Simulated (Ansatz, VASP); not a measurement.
## CdS in VASP and in Ansatz

Contents of INCAR:

```
SYSTEM = CdS
PREC     = Accurate       ! precision mode
ENCUT    = 520            ! plane-wave cutoff, eV
EDIFF    = 1E-6           ! SCF threshold, eV
ISMEAR   = 0              ! smearing method
SIGMA    = 0.01           ! smearing width, eV
LREAL    = .FALSE.        ! projectors in reciprocal space
LASPH    = .TRUE.         ! aspherical terms in the spheres
NELM     = 80             ! most SCF steps
ALGO     = Normal         ! electronic algorithm
ISIF     = 2              ! what is computed and relaxed
LWAVE    = .FALSE.        ! write WAVECAR
LCHARG   = .FALSE.        ! write CHGCAR
GGA      = PE             ! functional
NBANDS   = 16             ! bands
```

Contents of KPOINTS:

```
Automatic mesh
0
G
  6 6 6
  0 0 0
```

POSCAR

```
CdS
1.0
    0.0000000000      2.9392148400      2.9392148400
    2.9392148400      0.0000000000      2.9392148400
    2.9392148400      2.9392148400      0.0000000000
Cd S
1 1
Direct
    0.0000000000      0.0000000000      0.0000000000
    0.2500000000      0.2500000000      0.2500000000
```

Input for Ansatz:

```yaml
crystal:
  lattice:
    - [0.0, 2.93921484, 2.93921484]
    - [2.93921484, 0.0, 2.93921484]
    - [2.93921484, 2.93921484, 0.0]
  atoms:
    - { symbol: Cd, position: [0.0, 0.0, 0.0] }
    - { symbol: S, position: [0.25, 0.25, 0.25] }
kpoints:
  mp_grid: { grid: [6, 6, 6] }
hamiltonian:
  xc: pbe
scf:
  occupations: { method: fixed }
  n_extra_bands: 4
output:
  forces: true
  stress: true
  eigenvalues: true
basis:
  ecutwfc: 500
```

Alike in both runs: task single point; functional PBE; k mesh 6 × 6 × 6; no spin polarisation.

|  | VASP | Ansatz |
| --- | --- | --- |
| version | VASP 6.6.1 | Ansatz 0.2.0 |
| potentials or method | VASP PAW PBE potentials, release 64 (Cd, S) | plane waves |
| plane-wave cutoff (eV) | 520 | 500 |
| occupations | gaussian, width 0.01 eV | fixed |
| valence electrons in the cell | 18 | 26 |

```tsv
	VASP	Ansatz	Ansatz less VASP
gap on the k mesh at the Fermi level (eV)	1.10	1.09	-0.003
pressure (GPa)	1.7	1.4	-0.32
```

The two sets of potentials don't hold the same shells in valence.
